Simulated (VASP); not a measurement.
A run of VASP 6.6.1:

INCAR

```
PREC = Accurate
ENCUT = 520
EDIFF = 1E-6
ISMEAR = -1
SIGMA = 0.1
LREAL = False
LASPH = True
NELM = 100
ALGO = Fast
ISIF = 2
LWAVE = False
LCHARG = False
GGA = RE
NBANDS = 12
```

Contents of KPOINTS:

```
Automatic mesh
0
Gamma
  13 13 13
```

Contents of POSCAR:

```
Ga
1.0
    2.7863966002      0.0000000000      0.0000000000
    0.0000000000      2.7863966002      0.0000000000
    0.0000000000      0.0000000000      2.7863966002
Ga
1
Direct
    0.0000000000      0.0000000000      0.0000000000
```

Potentials or basis: VASP PAW PBE potentials, release 64 (Ga_d).

The run is started by

```console
$ cat potpaw_PBE.64/Ga_d/POTCAR > POTCAR
$ mpirun -np 1 vasp_std > vasp.out
```

Hardware: 1 thread of Intel(R) Xeon(R) Platinum 8488C (Sapphire Rapids), on a shared host.

Estimate the wall time of this run.

Wall time 10 s on 1 thread of Intel(R) Xeon(R) Platinum 8488C (Sapphire Rapids), on a shared host, peak memory 0.14 GiB. Counts: scf iterations 11, k points 84.
